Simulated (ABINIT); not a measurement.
The system is CdF2.

```
CELL_PARAMETERS angstrom
0.00000 2.69400 2.69400
2.69400 0.00000 2.69400
2.69400 2.69400 0.00000
ATOMIC_POSITIONS crystal
Cd 0.00000 0.00000 0.00000
F 0.75000 0.75000 0.75000
F 0.25000 0.25000 0.25000
```

Base run:

| Property | Result |
| --- | --- |
| Program | ABINIT 10.8.3 (patched build) |
| Functional | LDA |
| Potentials or basis | JTH PAW PBE v2.0 |
| Cutoff | 762 eV |
| k mesh | 9 × 9 × 9 |
| Occupations | fermi-dirac, width 0.05 eV |
| Spin | no spin polarisation |

Its results: band gap on the k mesh 2.81 eV, indirect (least direct gap 3.25 eV); pressure -6.7 GPa.

Q: After a change of settings the same cell gave: band gap on the k mesh 2.97 eV, indirect (least direct gap 3.42 eV); pressure -1.4 GPa. Which change was it?
A. functional from LDA to SCAN
B. functional from LDA to r2SCAN
C. functional from LDA to WC
D. functional from LDA to revPBE

A: C.

WC binds less tightly than LDA, so the same cell stands under more pressure.

Caveats: the PAW data sets were made with another functional, which shifts forces and pressure a little; an odd mesh through Γ misses points on the zone boundary, where band edges often lie.

Runs at the PBE level aren't shown here.
